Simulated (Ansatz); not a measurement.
Bi$_{2}$Se$_{3}$ (R-3m)

Level of theory: DFT r2SCAN, scalar-relativistic, plane waves, PAW in Ansatz.

Plane waves to 500 eV, a k mesh through Γ of 12×12×12 on the computed 5-atom cell and Gaussian smearing (0.02 eV); no spin polarisation.

The structure is relaxed at this level of theory with its symmetry kept.

```yaml
crystal:
  lattice:
    - [2.08222, 1.20217, 10.05964]
    - [-2.08222, 1.20217, 10.05964]
    - [0.00000, -2.40434, 10.05964]
  atoms:
    - { symbol: Bi, position: [0.39771, 0.39771, 0.39771] }
    - { symbol: Bi, position: [0.60229, 0.60229, 0.60229] }
    - { symbol: Se, position: [0.00000, 0.00000, 0.00000] }
    - { symbol: Se, position: [0.21772, 0.21772, 0.21772] }
    - { symbol: Se, position: [0.78228, 0.78228, 0.78228] }
```

Q: Formation energy from the elements' standard states (uncorrected)?

A: -0.431 eV/atom.

Q: Generalised Kohn–Sham band gap?

A: 0.82 eV, direct at Γ.

Q: Löwdin character of the top 1 eV of the valence band?

A: Se 4p 86 %, Bi 6s 9 %.

Q: Löwdin character of the lowest 1 eV of the conduction band?

A: Bi 6p 65 %, Se 4p 21 %, Se 4s 9 %.

Q: Electron masses at the edge by Cartesian direction of the standard setting (m_e; degenerate bands sorted by energy; no spin-orbit coupling)?

A: x: 0.12; y: 0.12; z: 0.84.

Q: Hole masses at the edge by Cartesian direction of the standard setting (m_e; degenerate bands sorted by energy; no spin-orbit coupling)?

A: x: 0.65; y: 0.65; z: 0.57.

Q: Bader charges (e)?

A: Bi (2 in the cell) 1.12, Se (1 in the cell) -0.91, Se (2 in the cell) -0.67.

Spin-orbit coupling is left out, which matters for the bands of heavy elements. Each cell of Bi2Se3 holds layers, and where no dispersion correction was added their binding is poorly described.